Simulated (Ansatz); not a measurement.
Program: Ansatz. Geometries: PBE0-D4/def2-TZVP. ΔE: electronic, gas phase. CBS: MP2 limit from def2 TZ/QZ plus the TZ coupled-cluster correction, frozen cores. def2 core potentials past Kr. For Te outer-core shells are correlated without core-valence functions, which leaves a few kJ/mol of doubt a bond. Each species was taken in one conformer, which may not be the lowest.

`O[Si](O)(O)[TeH]` + `CCOCC` → `CCO[Si](O)(O)O` + `CC[TeH]`  (formal exchange of groups at the Si–Te bond)

```csv
level,ΔE (kcal/mol)
HF/CBS(def2),-25.9
MP2/CBS(def2),-25.0
```

(1) What does CCSD(T)/CBS give? (Estimate.)

Largest T1 diagnostic among the species: 0.012.

## Answers

(1) The calculation gave: -24.7 kcal/mol. The listed levels differ from it by -1.2, -0.3 kcal/mol.

From PBE to PBE0 (25 % exact exchange), in def2-TZVPP and without D4, ΔE moves by −1.5 kcal/mol.

CCSD(T)/CBS has its own doubt, a few kJ/mol and more with outer-core shells, so smaller differences from it don't rank the levels.
